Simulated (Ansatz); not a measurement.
## FePt (Tetraferroplatinum) in Ansatz: the effect of functional

The system is FePt (Tetraferroplatinum).

```
Pt Fe
1.0
     2.68669    0.00000    0.00000
     0.00000    2.68669    0.00000
     0.00000    0.00000    3.66972
Pt Fe
1 1
Direct
  0.50000 0.50000 0.50000
  0.00000 0.00000 0.00000
```

The cell isn't the ideal one: volume scaled by 0.96.

Alike in all runs:

| Property | Result |
| --- | --- |
| Program | Ansatz 0.2.0 |
| Task | single point |
| Potentials or basis | Ansatz PAW |
| k mesh | 10 × 10 × 7 |
| Occupations | fermi-dirac, width 0.05 eV |
| Spin | collinear spin, ferromagnetic start |
| Starting moments | [0.0, 3.0] μB |

Task: One run gave: pressure 12.3 GPa; moment 3.53 μB. Which functional did it use?
A. PBE
B. LDA
C. r2SCAN

Result: C.

```csv
functional,cutoff,pressure (GPa),moment (μB)
LDA,420 eV (not typed: the program's choice for these potentials),-3.8,3.18
r2SCAN,500 eV (not typed: the program's choice for these potentials),12.3,3.53
PBE,420 eV (not typed: the program's choice for these potentials),13.4,3.22
```

Caveats: the PAW data sets come from PBE, with cores solved anew for the run's functional, which leaves a small shift of forces and pressure (some runs); the magnetic or orbital state may not be the lowest (some runs).
